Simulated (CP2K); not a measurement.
# BP (F-43m) in CP2K: notebook, part 2 of 2

CP2K 2026.2. Earlier steps stand in the parts before.

### Step 4. Band structure, PBE

bp_bands.inp

```
&GLOBAL
  PROJECT bp_bands
  RUN_TYPE ENERGY_FORCE
  PRINT_LEVEL LOW
&END GLOBAL
&FORCE_EVAL
  METHOD QS
  STRESS_TENSOR ANALYTICAL
  &DFT
    BASIS_SET_FILE_NAME BASIS_MOLOPT_UZH
    POTENTIAL_FILE_NAME POTENTIAL_UZH
    &MGRID
      CUTOFF 450
      REL_CUTOFF 60
      NGRIDS 4
    &END MGRID
    &QS
      METHOD GPW
      EPS_DEFAULT 1.0E-9
    &END QS
    &KPOINTS
      SCHEME MONKHORST-PACK 10 10 10
      GAMMA_CENTERED T
      SYMMETRY T
      SYMMETRY_BACKEND SPGLIB
    &END KPOINTS
    &SCF
      SCF_GUESS ATOMIC
      EPS_SCF 1.0E-6
      MAX_SCF 100
      ADDED_MOS 10
      CHOLESKY OFF
      EPS_EIGVAL 1.0E-7
      &DIAGONALIZATION ON
        ALGORITHM STANDARD
      &END DIAGONALIZATION
      &MIXING ON
        METHOD BROYDEN_MIXING
        ALPHA 0.4
        BETA 1.5
        NBUFFER 8
      &END MIXING
      &SMEAR ON
        METHOD FERMI_DIRAC
        ELECTRONIC_TEMPERATURE 580.23
      &END SMEAR
    &END SCF
    &XC
      &XC_FUNCTIONAL
        &GGA_X_PBE
        &END GGA_X_PBE
        &GGA_C_PBE
        &END GGA_C_PBE
      &END XC_FUNCTIONAL
    &END XC
    &PRINT
      &KPOINTS ON
      &END KPOINTS
      &MULLIKEN ON
      &END MULLIKEN
      &MO ON
        ENERGIES T
        OCCUPATION_NUMBERS T
        &EACH
          QS_SCF 0
        &END EACH
        ADD_LAST NUMERIC
      &END MO
      &BAND_STRUCTURE
        FILE_NAME bands.bs
        ADDED_MOS 6
        &KPOINT_SET
          UNITS B_VECTOR
          NPOINTS 10
          SPECIAL_POINT GAMMA 0.00000000 0.00000000 0.00000000
          SPECIAL_POINT X 0.50000000 0.00000000 0.50000000
          SPECIAL_POINT W 0.50000000 0.25000000 0.75000000
          SPECIAL_POINT K 0.37500000 0.37500000 0.75000000
          SPECIAL_POINT GAMMA 0.00000000 0.00000000 0.00000000
          SPECIAL_POINT L 0.50000000 0.50000000 0.50000000
          SPECIAL_POINT U 0.62500000 0.25000000 0.62500000
          SPECIAL_POINT W 0.50000000 0.25000000 0.75000000
          SPECIAL_POINT L 0.50000000 0.50000000 0.50000000
          SPECIAL_POINT K 0.37500000 0.37500000 0.75000000
        &END KPOINT_SET
        &KPOINT_SET
          UNITS B_VECTOR
          NPOINTS 10
          SPECIAL_POINT U 0.62500000 0.25000000 0.62500000
          SPECIAL_POINT X 0.50000000 0.00000000 0.50000000
        &END KPOINT_SET
      &END BAND_STRUCTURE
    &END PRINT
  &END DFT
  &SUBSYS
    &CELL
      A 3.2088505730 0.0000000000 0.0000000000
      B 1.6044252865 2.7789461132 0.0000000000
      C 1.6044252865 0.9263153711 2.6200155216
      PERIODIC XYZ
    &END CELL
    &COORD
      P   4.8132758595 2.7789461132 1.9650116412
      B   0.0000000000 0.0000000000 0.0000000000
    &END COORD
    &KIND P
      BASIS_SET DZVP-MOLOPT-PBE-GTH-q5
      POTENTIAL GTH-PBE-q5
    &END KIND
    &KIND B
      BASIS_SET DZVP-MOLOPT-PBE-GTH-q3
      POTENTIAL GTH-PBE-q3
    &END KIND
    &PRINT
      &ATOMIC_COORDINATES ON
      &END ATOMIC_COORDINATES
      &CELL ON
      &END CELL
    &END PRINT
  &END SUBSYS
  &PRINT
    &FORCES ON
    &END FORCES
    &STRESS_TENSOR ON
    &END STRESS_TENSOR
  &END PRINT
&END FORCE_EVAL
```

Potentials or basis: POTENTIAL_UZH P GTH-PBE-q5, B GTH-PBE-q3; DZVP-MOLOPT-PBE-GTH basis.

On the command line:

```
OMP_NUM_THREADS=1 cp2k.psmp -i bp_bands.inp -o bp_bands.out
```

bp_bands.out:

```text

 CP2K| version string:                                       CP2K version 2026.2
 CP2K| Input file name                                              bp_bands.inp

 GLOBAL| Force Environment number                                              1
 GLOBAL| Basis set file name                                    BASIS_MOLOPT_UZH
 GLOBAL| Potential file name                                       POTENTIAL_UZH
 GLOBAL| MM Potential file name                                     MM_POTENTIAL
 GLOBAL| Coordinate file name                                      __STD_INPUT__
 GLOBAL| Method name                                                        CP2K
 GLOBAL| Project name                                                   bp_bands
 GLOBAL| Run type                                                   ENERGY_FORCE
 GLOBAL| FFT library                                                       FFTW3
 GLOBAL| Diagonalization library                                       ScaLAPACK
 GLOBAL| Cholesky decomposition library                                ScaLAPACK
 GLOBAL| DGEMM library                                                      BLAS
 GLOBAL| Direct generalized diagonalization requested                          F
 GLOBAL| Matrix multiplication library                                 ScaLAPACK
 GLOBAL| Global print level                                                  LOW
 GLOBAL| Total number of message passing processes                             1
 GLOBAL| Number of threads for this process                                    1
 GLOBAL| CPU model name                                                  UNKNOWN

 CELL| Volume [angstrom^3]:                                            23.363262
 CELL| Vector a [angstrom]:       3.209     0.000     0.000   |a| =     3.208851
 CELL| Vector b [angstrom]:       1.604     2.779     0.000   |b| =     3.208851
 CELL| Vector c [angstrom]:       1.604     0.926     2.620   |c| =     3.208851
 CELL| Angle (b,c), alpha [degree]:                                    60.000000
 CELL| Angle (a,c), beta  [degree]:                                    60.000000
 CELL| Angle (a,b), gamma [degree]:                                    60.000000
 CELL| Numerically orthorhombic:                                              NO
 CELL| Periodicity                                                           XYZ

 CELL_REF| Volume [angstrom^3]:                                        23.363262
 CELL_REF| Vector a [angstrom     3.209     0.000     0.000   |a| =     3.208851
 CELL_REF| Vector b [angstrom     1.604     2.779     0.000   |b| =     3.208851
 CELL_REF| Vector c [angstrom     1.604     0.926     2.620   |c| =     3.208851
 CELL_REF| Angle (b,c), alpha [degree]:                                60.000000
 CELL_REF| Angle (a,c), beta  [degree]:                                60.000000
 CELL_REF| Angle (a,b), gamma [degree]:                                60.000000
 CELL_REF| Numerically orthorhombic:                                          NO
 CELL_REF| Periodicity                                                       XYZ

 GENERATE|  Preliminary Number of Bonds generated:                             0
 GENERATE|  Achieved consistency in connectivity generation.

 *******************************************************************************
 *******************************************************************************
 **            Copyright (C) by CP2K developers group (2000-2026)             **
 *******************************************************************************

 TOTAL NUMBERS AND MAXIMUM NUMBERS

  Total number of            - Atomic kinds:                                   2
                             - Atoms:                                          2
                             - Shell sets:                                     2
[... 127 lines left out ...]

  Overlap energy of the core charge distribution:               0.00000001025609
  Self energy of the core charge distribution:                -22.45043181603867
  Core Hamiltonian energy:                                      5.67306040675513
  Hartree energy:                                              10.14818035884328
  Exchange-correlation energy:                                 -2.82468148742945
  Electronic entropic energy:                                  -0.00000000063429
  Fermi energy:                                                 0.30641185666865

  Total energy:                                                -9.45387252824791
  Total energy (extrapolated to T->0):                         -9.45387252793076

 MO| EIGENVALUES AND OCCUPATION NUMBERS FOR K POINT 1
 MO|
 MO|  Index      Eigenvalue [a.u.]        Eigenvalue [eV]             Occupation
 MO|      1              -0.188451              -5.128023               2.000000
 MO|      2              -0.012337              -0.335710               2.000000
 MO|      3               0.221871               6.037409               2.000000
 MO|      4               0.221871               6.037414               2.000000
 MO|      5               0.426261              11.599161               0.000000
 MO|      6               0.464444              12.638177               0.000000
 MO|      7               0.464446              12.638227               0.000000
 MO|      8               0.733688              19.964662               0.000000
 MO|      9               0.830587              22.601428               0.000000
 MO|     10               0.830587              22.601432               0.000000
 MO|     11               0.937248              25.503828               0.000000
 MO|     12               1.075587              29.268207               0.000000
 MO|     13               1.075588              29.268226               0.000000
[... 263 lines left out ...]
 MO|      4               0.129320               3.518970               2.000000
 MO|      5               0.374153              10.181210               0.000000
 MO|      6               0.419987              11.428441               0.000000
 MO|      7               0.632310              17.206019               0.000000
 MO|      8               0.688222              18.727482               0.000000
 MO|      9               0.831224              22.618764               0.000000
 MO|     10               0.898640              24.453226               0.000000
 MO|     11               0.972161              26.453836               0.000000
 MO|     12               1.070164              29.120645               0.000000
 MO|     13               1.098112              29.881143               0.000000
 MO|     14               1.303875              35.480242               0.000000
 MO| Sum:                                                               8.000000
 MO| E(Fermi):            0.306412 a.u.          8.337891 eV
 MO| Band gap:            0.244833 a.u.          6.662240 eV

 [... the levels of further k-points ...]

 !-----------------------------------------------------------------------------!
                     Mulliken Population Analysis

 #  Atom  Element  Kind  Atomic population                           Net charge
       1     P        1          4.567281                              0.432719
       2     B        2          3.432719                             -0.432719
 # Total charge                              8.000000                  0.000000

 !-----------------------------------------------------------------------------!

 KPOINTS| Band Structure Calculation
 KPOINTS| Number of k-point sets                                               2
 KPOINTS| Number of added MOs/bands                                            6
 KPOINTS| Number of k-points in set    1                                      91
 KPOINTS| In units of b-vector [2pi/Bohr]
 KPOINTS| Special point     1       GAMMA     0.000000     0.000000     0.000000
 KPOINTS| Special point     2           X     0.500000     0.000000     0.500000
 KPOINTS| Special point     3           W     0.500000     0.250000     0.750000
 KPOINTS| Special point     4           K     0.375000     0.375000     0.750000
 KPOINTS| Special point     5       GAMMA     0.000000     0.000000     0.000000
 KPOINTS| Special point     6           L     0.500000     0.500000     0.500000
 KPOINTS| Special point     7           U     0.625000     0.250000     0.625000
 KPOINTS| Special point     8           W     0.500000     0.250000     0.750000
 KPOINTS| Special point     9           L     0.500000     0.500000     0.500000
 KPOINTS| Special point    10           K     0.375000     0.375000     0.750000
 KPOINTS| Number of k-points in set    2                                      11
 KPOINTS| In units of b-vector [2pi/Bohr]
 KPOINTS| Special point     1           U     0.625000     0.250000     0.625000
 KPOINTS| Special point     2           X     0.500000     0.000000     0.500000

 ENERGY| Total FORCE_EVAL ( QS ) energy [hartree]             -9.453870396386858

 FORCES| Atomic forces [hartree/bohr]
 FORCES|   Atom     x               y               z               |f|
 FORCES|      1  1.03006919E-08  7.72698526E-08 -1.52927926E-07   1.71649890E-07
 FORCES|      2 -1.03235681E-08 -7.72611804E-08  1.52882519E-07   1.71606908E-07
 FORCES| Sum    -2.28761585E-11  8.67222822E-12 -4.54066475E-11
 FORCES| Total atomic force                                       5.15779973E-11

 STRESS| Analytical stress tensor [bar]
 STRESS|                        x                   y                   z
 STRESS|      x        7.05736478213E+03  -3.40568621167E-02   3.48799424459E-02
 STRESS|      y       -3.40568621167E-02   7.05025064700E+03  -7.37815487279E-02
 STRESS|      z        3.48799424459E-02  -7.37815487279E-02   7.05574078378E+03
 STRESS| 1/3 Trace                                             7.05445207097E+03
 STRESS| Determinant                                           3.51066783357E+11

 STRESS| Eigenvectors and eigenvalues of the analytical stress tensor [bar]
 STRESS|                        1                   2                   3
 STRESS| Eigenvalues   7.05024949710E+03   7.05574100634E+03   7.05736570946E+03
 STRESS|      x           0.004720241683     -0.021752713072      0.999752238703
 STRESS|      y           0.999899010579     -0.013299081236     -0.005010297444
 STRESS|      z           0.013404773801      0.999674924119      0.021687741400
```

It took 21 s on 1 thread of Arm Neoverse V2, shared host; peak memory 0.21 GiB.

What came out:

- Free energy: -257.2529 eV
- Pressure: 0.7 GPa
- Band gap on the k mesh: 1.35 eV, indirect (least direct gap 3.43 eV)
- Band gap along the path: 1.35 eV, indirect (least direct gap 3.43 eV)
- Mulliken charges: P +0.43; B -0.43 e

Levels at the corners of the path, in eV from the valence-band top:
| point | band 2 | band 3 | band 4 | band 5 | band 6 | band 7 |
| --- | --- | --- | --- | --- | --- | --- |
| Γ | 0.00 | 0.00 | 0.00 | 3.43 | 3.43 | 3.43 |
| X | -8.56 | -4.10 | -4.10 | 1.59 | 1.73 | 12.18 |
| W | -8.03 | -5.66 | -5.47 | 5.71 | 7.06 | 7.38 |
| K | -8.14 | -6.22 | -3.49 | 2.30 | 6.36 | 9.87 |
| Γ | 0.00 | 0.00 | 0.00 | 3.43 | 3.43 | 3.43 |
| L | -9.03 | -1.75 | -1.75 | 3.88 | 4.90 | 4.90 |
| U | -8.14 | -6.22 | -3.49 | 2.30 | 6.36 | 9.87 |
| W | -8.03 | -5.66 | -5.47 | 5.71 | 7.06 | 7.38 |
| L | -9.03 | -1.75 | -1.75 | 3.88 | 4.90 | 4.90 |
| K | -8.14 | -6.22 | -3.49 | 2.30 | 6.36 | 9.87 |
| U | -8.14 | -6.22 | -3.49 | 2.30 | 6.36 | 9.87 |
| X | -8.56 | -4.10 | -4.10 | 1.59 | 1.73 | 12.18 |

Caveat: Mulliken charges move with the basis; the basis of atomic orbitals isn't converged, which shifts pressures, moduli and gaps. As with any semilocal functional, this PBE gap is likely too small.

### Step 5. Overview

| potentials or basis | ADDED_MOS | gap on the mesh (eV) | pressure (GPa) |
| --- | --- | --- | --- |
| GTH_POTENTIALS P GTH-PBE-q5, B GTH-PBE-q3; SZV-MOLOPT-SR-GTH basis | [4] | 4.22 | 15.4 |
| GTH_POTENTIALS P GTH-PBE-q5, B GTH-PBE-q3; DZVP-MOLOPT-SR-GTH basis | [10] | 1.31 | 1.2 |
| POTENTIAL_UZH P GTH-PBE-q5, B GTH-PBE-q3; DZVP-MOLOPT-PBE-GTH basis | [10] | 1.35 | 0.7 |

Alike in all rows: task band structure; level PBE; no spin polarisation; cell as given; k mesh 10 × 10 × 10; smearing fermi-dirac 0.05 eV.

Caveats: the basis of atomic orbitals isn't converged, which shifts pressures, moduli and gaps; a minimal basis gives rough bond lengths, pressures and levels (some runs).

Absolute energies hang on the potentials; compare differences alone.
